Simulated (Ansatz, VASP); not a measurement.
**One calculation of HfC, two programs**

```xyz
2
Lattice="0.0000 2.3250 2.3250 2.3250 0.0000 2.3250 2.3250 2.3250 0.0000" Properties=species:S:1:pos:R:3 pbc="T T T"
Hf    2.3250    2.3250    2.3250
C     0.0000    0.0000    0.0000
```

Alike in both runs: task relaxation of cell and atoms; functional RPBE; dispersion D4; k mesh 10 × 10 × 10; occupations tetrahedron; no spin polarisation; Hubbard terms Hf d U = 3.0 eV.

|  | VASP | Ansatz |
| --- | --- | --- |
| version | VASP 6.6.1 | Ansatz 0.2.0 |
| potentials or method | VASP PAW PBE potentials, release 64 (Hf_pv, C) | Ansatz PAW |
| plane-wave cutoff (eV) | 600 | 420 |
| valence electrons in the cell | 14 | 30 |

```tsv
	VASP	Ansatz	Ansatz less VASP
gap on the k mesh at the Fermi level, each at its own relaxed structure (eV)	none	none	-
relaxed volume (Å³/atom)	12.94	12.68	-0.255
relaxed cell length with the largest relative difference (Å)	3.320	3.298	-0.0219
energy change over the relaxation (meV/atom)	-8	-1	+7.1
```

The programs project onto different local orbitals, so the same U acts differently. A gap of «none» marks a metal or a gap that the smearing closes. The two sets of potentials don't hold the same shells in valence.

Caveats: U without spin polarisation on a metal has little footing; pairwise dispersion overbinds metals, which lowers pressure and volume; the U is typed as a test and isn't derived for this compound; the PAW data sets were made with another functional, which shifts forces and pressure a little (VASP); tetrahedron occupations give inexact forces and stress in metals (VASP); the plane-wave basis is chosen anew once the cell has moved, so the energies of steps on either side of that aren't comparable (Ansatz); the PAW data sets come from PBE, with cores solved anew for the run's functional, which leaves a small shift of forces and pressure (Ansatz). Zero-point motion and thermal expansion aren't in these numbers. The runs have no spin-orbit coupling, so splittings on Hf are missing.
